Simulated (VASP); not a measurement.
# P in VASP: a series of runs, part 2 of 2

VASP 6.6.1. Earlier steps stand in the parts before.

### 4 Phonons, PBE

This run uses another cell than the first one, of 76.74 Å³/atom, 1.043 times its volume.

POSCAR

```
P
1.0
    3.2994402897      0.0000000000      0.0000000000
    0.0000000000      4.6214961705      0.0000000000
    0.0000000000      0.0000000000     20.1307681600
  P
     4
Direct
     0.0000000000000000    0.5891081541756265    0.4477849217888732
     0.5000000000000000    0.9108918458243735    0.4477849217888732
     0.5000000000000000    0.0891081541756265    0.5522150782111268
     0.0000000000000000    0.4108918458243735    0.5522150782111268
```

INCAR.step1

```
  PREC = Accurate
  ENCUT = 600
  EDIFF = 1E-8
  ISMEAR = 0
  SIGMA = 0.03
  LREAL = False
  LASPH = True
  NELM = 80
  ALGO = Fast
  ISIF = 2
  LWAVE = False
  LCHARG = False
  GGA = PE
  LATTICE_CONSTRAINTS = .TRUE. .TRUE. .FALSE.
  KPAR = 2
  IBRION = 2
  NSW = 40
  EDIFFG = -0.002
```

INCAR.step2

```
  PREC = Accurate
  ENCUT = 600
  EDIFF = 1E-8
  ISMEAR = 0
  SIGMA = 0.03
  LREAL = False
  LASPH = True
  NELM = 80
  ALGO = Fast
  ISIF = 2
  LWAVE = False
  LCHARG = False
  GGA = PE
  LATTICE_CONSTRAINTS = .TRUE. .TRUE. .FALSE.
  KPAR = 2
  IBRION = 6
  NFREE = 2
  POTIM = 0.015
  NSW = 1
```

KPOINTS

```
Automatic mesh
0
Gamma
  10 8 1
```

Potentials or basis: VASP PAW PBE potentials, release 64 (P).

Command:

```sh
$ cat potpaw_PBE.64/P/POTCAR > POTCAR
$ cp INCAR.step1 INCAR
$ mpirun -np 2 vasp_std > vasp.out
$ cp CONTCAR POSCAR
$ cp INCAR.step2 INCAR
$ mpirun -np 2 vasp_std > vasp.out
```

OUTCAR:

```text
PREC = Accurate
   ENCUT = 600
   EDIFF = 1E-8
   ISMEAR = 0
   LREAL = False
   LASPH = True
   NELM = 80
   ISIF = 2
   GGA = PE
   IBRION = 6
   NFREE = 2
   POTIM = 0.015
   NSW = 1

 ion  position               nearest neighbor table
   1  0.000  0.589  0.448-   2 2.22   2 2.22   4 2.26
   2  0.500  0.911  0.448-   1 2.22   1 2.22   3 2.26
   3  0.500  0.089  0.552-   4 2.22   4 2.22   2 2.26
   4  0.000  0.411  0.552-   3 2.22   3 2.22   1 2.26

  LATTYP: Found a simple orthorhombic cell.
 ALAT       =     3.2994402897
 B/A-ratio  =     1.4006909550
 C/A-ratio  =     6.1012676068

  Lattice vectors:

 A1 = (   3.2994402897,   0.0000000000,   0.0000000000)
 A2 = (   0.0000000000,   4.6214961705,   0.0000000000)
 A3 = (   0.0000000000,   0.0000000000,  20.1307681600)

Analysis of symmetry for initial positions (statically):
=====================================================================
 Subroutine PRICEL returns:
 Original cell was already a primitive cell.

 Routine SETGRP: Setting up the symmetry group for a
 simple orthorhombic supercell.

 Subroutine GETGRP returns: Found  8 space group operations
 (whereof  4 operations were pure point group operations)
 out of a pool of  8 trial point group operations.

The static configuration has the point symmetry C_2h.
 The point group associated with its full space group is D_2h.

Analysis of symmetry for dynamics (positions and initial velocities):
=====================================================================
 Subroutine PRICEL returns:
[... 817 lines left out ...]
     13       0.9886      0.00000
     14       1.0268      0.00000

 [... further k-points ...]
[... 5 lines left out ...]
  --------------------------------------------------------------------------------------
  -------------------------------------------------------------------------------------
  Total       -0.0163877     -0.0234999     -0.2337817      0.0000000     -0.0085854      0.0000000
  in kB       -0.0855354     -0.1226573     -1.2202192      0.0000000     -0.0448112      0.0000000
  external PRESSURE =      -0.4761373 kB  Pullay stress =       0.0000000 kB
[... 19 lines left out ...]
  FREE ENERGIE OF THE ION-ELECTRON SYSTEM (eV)
  ---------------------------------------------------
  free  energy   TOTEN  =       -21.4708677258 eV

  energy  without entropy=      -21.4708677258  energy(sigma->0) =      -21.47086773

 INTERNAL STRAIN TENSORS FROM DISPLACED ATOMS
 ============================================

 INTERNAL STRAIN TENSOR FOR ION    1 for displacements in x,y,z  (eV/Angst):
          X           Y           Z          XY          YZ          ZX
  --------------------------------------------------------------------------------
  x     0.00000     0.00000     0.00000    12.88173     0.00000     4.25716
  y     4.47749    14.45439    -3.41356     0.00000     6.01871     0.00000
  z     1.24352     2.48103    15.50225     0.00000     0.40446     0.00000

 INTERNAL STRAIN TENSOR FOR ION    4 for displacements in x,y,z  (eV/Angst):
          X           Y           Z          XY          YZ          ZX
  --------------------------------------------------------------------------------
  x     0.00000     0.00000     0.00000   -12.88173     0.00000    -4.25716
  y    -4.47749   -14.45439     3.41356     0.00000    -6.01871     0.00000
  z    -1.24352    -2.48103   -15.50225     0.00000    -0.40446     0.00000

 Eigenvectors and eigenvalues of the dynamical matrix
 ----------------------------------------------------

   1 f  =   13.775105 THz    86.551538 2PiTHz  459.488046 cm-1    56.969231 meV
             X         Y         Z           dx          dy          dz
      0.000000  2.722695  9.014172     0.000000    0.500000   -0.000017
      1.649720  4.209549  9.014172    -0.000000   -0.500000   -0.000017
      1.649720  0.411947 11.116596     0.000000   -0.500000   -0.000017
      0.000000  1.898801 11.116596    -0.000000    0.500000   -0.000017
[... 57 lines left out ...]
  10 f  =    0.000000 THz     0.000001 2PiTHz    0.000003 cm-1     0.000000 meV
             X         Y         Z           dx          dy          dz
      0.000000  2.722695  9.014172     0.500000   -0.000000   -0.000000
      1.649720  4.209549  9.014172     0.500000   -0.000000   -0.000000
      1.649720  0.411947 11.116596     0.500000   -0.000000   -0.000000
      0.000000  1.898801 11.116596     0.500000   -0.000000   -0.000000

  11 f/i=    0.000478 THz     0.003002 2PiTHz    0.015936 cm-1     0.001976 meV
             X         Y         Z           dx          dy          dz
      0.000000  2.722695  9.014172    -0.000000   -0.000017   -0.500000
      1.649720  4.209549  9.014172    -0.000000    0.000017   -0.500000
      1.649720  0.411947 11.116596    -0.000000    0.000017   -0.500000
      0.000000  1.898801 11.116596    -0.000000   -0.000017   -0.500000

  12 f/i=    0.001196 THz     0.007512 2PiTHz    0.039878 cm-1     0.004944 meV
             X         Y         Z           dx          dy          dz
      0.000000  2.722695  9.014172    -0.000000   -0.500000   -0.000144
      1.649720  4.209549  9.014172    -0.000000   -0.500000    0.000144
      1.649720  0.411947 11.116596    -0.000000   -0.500000    0.000144
      0.000000  1.898801 11.116596    -0.000000   -0.500000   -0.000144

 ELASTIC MODULI CONTR FROM IONIC RELAXATION (kBar)
 Direction    XX          YY          ZZ          XY          YZ          ZX
 --------------------------------------------------------------------------------
 XX         -24.2333    -73.9647    -27.2942      0.0000     -0.0000      0.0000
 YY         -73.9647   -228.4443    -54.4463      0.0000     -0.0000      0.0000
 ZZ         -27.2942    -54.4463   -340.3701     -0.0000     -0.0000      0.0000
 XY           0.0000      0.0000     -0.0000   -169.6364     -0.0000     -0.0000
 YZ          -0.0000     -0.0000     -0.0000     -0.0000   -132.0493      0.0000
 ZX           0.0000      0.0000      0.0000     -0.0000      0.0000    -93.5392
 --------------------------------------------------------------------------------
```

It took 12 min on 2 MPI ranks of Intel Xeon Platinum 8488C (Sapphire Rapids), shared host; peak memory 0.56 GiB.

Results:

```yaml
Highest_phonon_frequency_at_Γ: 459 cm⁻¹
```

Phonon frequencies in cm⁻¹ (negative: imaginary):
```tsv
q point	frequencies
(0.000, 0.000, 0.000)	0 0 0 139 188 224 344 415 423 427 452 459
```

### 5 Overview

| task | level | cell | cutoff (eV) | dipole correction | by perturbation theory | gap on the mesh (eV) |
| --- | --- | --- | --- | --- | --- | --- |
| band structure | PBE+D3(BJ) | Pmna, 73.55 Å³/atom | 520 | yes | - | 0.75 |
| band structure | r2SCAN | Pmna, 73.55 Å³/atom | 520 | yes | - | 0.93 |
| phonons | PBE | Pmna, 76.74 Å³/atom | 600 | - | no | - |

Alike in all rows: potentials or basis VASP PAW PBE potentials, release 64 (P); no spin polarisation; k mesh 10 × 8 × 1; smearing gaussian 0.03 eV.

Caveats: the PAW data sets were made with another functional, which shifts forces and pressure a little (some runs).

Absolute energies hang on the potentials; compare differences alone.
